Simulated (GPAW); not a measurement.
Runs of GPAW 26.7.0 on Ge. Symmetry: Imma, No. 74, orthorhombic system. Conventional cell: a = 4.992 Å, b = 5.302 Å, c = 2.874 Å, α = 90.00°, β = 90.00°, γ = 90.00°. Ge (site symmetry mm2) is surrounded by 6 Ge at 2.68 to 2.87 Å. This isn't the form of Ge at room conditions, which is diamond.

```csv
task,level,potentials or basis,cell,k mesh,cutoff (eV),maxiter,convergence,band path,band points,exx fraction,mesh quality,gap on the mesh (eV),pressure (GPa),largest force (eV/Å)
single point,r2SCAN,"GPAW PAW data sets (gpaw-data 1.2.1), pw",as given,9 × 9 × 9,450,120,default,-,-,-,not flagged,none,(a),0.08
band structure,PBEsol,"PAW data sets generated in the run's folder for this functional, pw",as given,9 × 9 × 9,600,150,-,"GXLTWRX1ZGYSW,L1Y,Y1Z",101,-,not flagged,-,(b),0.04
hybrid scf,r2SCANh+D3(BJ),"GPAW PAW data sets (gpaw-data 1.2.1), pw",as given,3 × 3 × 3,450,40,-,-,-,0.1,coarse,none,-,-
phonons,PBEsol+D3,"PAW data sets generated in the run's folder for this functional, pw",relaxed,11 × 11 × 11,510,150,density=1e-06 eigenstates=1e-09,-,-,-,not flagged,none,0.0,-
band structure,LDA,"the program's PAW data sets (release 1.2.1) made for this functional, pw",as given,9 × 9 × 9,600,150,-,"GXLTWRX1ZGYSW,L1Y,Y1Z",101,-,not flagged,-,-4.2,0.05
```

Alike in all rows: no spin polarisation; smearing fermi-dirac 0.05 eV.

Fill in the values left out.

(a) -1.6; (b) -2.6.

Caveats: some runs use coarse meshes; the cutoff is short for stress and forces, so pressures can be off by a GPa or more (some runs); the PAW data sets were made with another functional, which shifts forces and pressure a little (some runs); pairwise dispersion overbinds metals, which lowers pressure and volume (some runs); exact exchange converges slowly with the k mesh, and this mesh is small (some runs); the scaled meta-GGA exchange is a class typed in the script (some runs).

A k mesh can miss the band edges, and the runs leave out spin-orbit coupling on Ge.

A gap of «none» marks a metal or a gap under the smearing width.

Not every run made on this cell is shown here.
